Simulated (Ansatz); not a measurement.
**PbO: course of a relaxation**

Computed with DFT r2SCAN, scalar-relativistic, plane waves, PAW in Ansatz. Run with 500 eV cutoff, 12×12×12 k-mesh, Gaussian smearing of 0.02 eV, no spin polarisation.

What was changed in NiO: Ni → Pb on all its sites, cell and atoms relaxed.

Spin–orbit coupling is left out, which can shift energies with elements as heavy as these.

Command:

```bash
ansatz run input.yaml --threads 1 --pin off --max-ram 2560MiB --backend cpu --events-out ev --progress --plain --runs-dir out
```

Input:

```yaml
crystal:
  lattice:
    - [0.0, 2.6059994007, 2.6059994007]
    - [2.6059994007, 0.0, 2.6059994007]
    - [2.6059994007, 2.6059994007, 0.0]
  atoms:
    - { symbol: Pb, position: [0.0, 0.0, 0.0] }
    - { symbol: O, position: [0.5, 0.5, 0.5] }
basis:
  ecutwfc: 500
kpoints:
  mp_grid: { grid: [12, 12, 12] }
hamiltonian:
  xc: r2scan
scf:
  occupations: { method: gaussian, width: 0.02 }
output:
  forces: true
  stress: true
  eigenvalues: true
relax:
  adjacent_minimum: "off"
  f_tol: 0.01
  max_steps: 60
  cell: { stress_tol: 0.1 }
```

F is the free energy. Steps run on the plane waves of an earlier cell, but the last one, and at times one on the way, on a freshly chosen basis, so a repeated geometry can differ a little in energy.

Steps:

```json
{"step": "1", "F − F(1) (eV)": "0.0000", "largest force component (eV/Å)": "0.000", "V (Å³/atom)": "17.698", "P (GPa)": "0.16"}
{"step": "2", "F − F(1) (eV)": "0.0000", "largest force component (eV/Å)": "0.000", "V (Å³/atom)": "17.765", "P (GPa)": "-0.21"}
{"step": "3", "F − F(1) (eV)": "0.0000", "largest force component (eV/Å)": "0.000", "V (Å³/atom)": "17.727", "P (GPa)": "0.00"}
{"step": "4", "F − F(1) (eV)": "0.0000", "largest force component (eV/Å)": "0.000", "V (Å³/atom)": "17.727", "P (GPa)": "0.00"}
```

Relaxed structure:

```
CELL_PARAMETERS angstrom
0.00000 2.60740 2.60740
2.60740 0.00000 2.60740
2.60740 2.60740 0.00000
ATOMIC_POSITIONS crystal
Pb 0.00000 0.00000 0.00000
O 0.50000 0.50000 0.50000
```

Symmetry: Fm-3m, No. 225, cubic system. Conventional cell: a = 5.215 Å, b = 5.215 Å, c = 5.215 Å, α = 90.00°, β = 90.00°, γ = 90.00°. Around Pb (site symmetry m-3m) lie 6 O at 2.61 Å. Around O (site symmetry m-3m) lie 6 Pb at 2.61 Å.

The run converged. The run took 21 s on 1 thread of Arm Neoverse V2, with other jobs on the host, peak memory 0.42 GiB.